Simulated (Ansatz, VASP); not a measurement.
## BP in VASP and in Ansatz

File INCAR:

```
SYSTEM = BP
PREC = Accurate
ENCUT = 520
EDIFF = 1E-6
ISMEAR = 0
SIGMA = 0.05
LREAL = .FALSE.
LASPH = .TRUE.
NELM = 100
ALGO = Normal
ISIF = 2
LWAVE = .FALSE.
LCHARG = .TRUE.
GGA = PE
LELF = .TRUE.
LVHAR = .TRUE.
NBANDS = 11
```

Contents of KPOINTS:

```
regular mesh
0
G
  12 12 12
  0 0 0
```

POSCAR

```
BP
1.0
    0.0000000000      2.4705174637      1.9270036217
    2.4705174637      0.0000000000      1.9270036217
    2.4705174637      2.4705174637      0.0000000000
B P
1 1
Direct
    0.0000000000      0.0000000000      0.0000000000
    0.7500000000      0.7500000000      0.7500000000
```

Input for Ansatz:

```yaml
crystal:
  lattice:
    - [0.0, 2.4705174637, 1.9270036217]
    - [2.4705174637, 0.0, 1.9270036217]
    - [2.4705174637, 2.4705174637, 0.0]
  atoms:
    - { symbol: B, position: [0.0, 0.0, 0.0] }
    - { symbol: P, position: [0.75, 0.75, 0.75] }
basis:
  ecutwfc: 420
kpoints:
  mp_grid: { grid: [12, 12, 12] }
hamiltonian:
  xc: pbe
scf:
  occupations: { method: gaussian, width: 0.05 }
output:
  forces: true
  stress: true
  eigenvalues: true
```

Alike in both runs: task single point; functional PBE; k mesh 12 × 12 × 12; occupations gaussian, width 0.05 eV; no spin polarisation.

```csv
,VASP,Ansatz
version,VASP 6.6.1,Ansatz 0.2.0
potentials or method,"VASP PAW PBE potentials, release 64 (B, P)","scalar-relativistic, plane waves, PAW"
plane-wave cutoff (eV),520,420
valence electrons in the cell,8,8
```

```tsv
	VASP	Ansatz	Ansatz less VASP
gap on the k mesh at the Fermi level (eV)	none	none	-
pressure (GPa)	-2.4	-2.2	+0.22
largest component of the traceless stress (GPa)	26.04	26.04	-0.008
```

A gap of «none» marks a metal or a gap that the smearing closes.
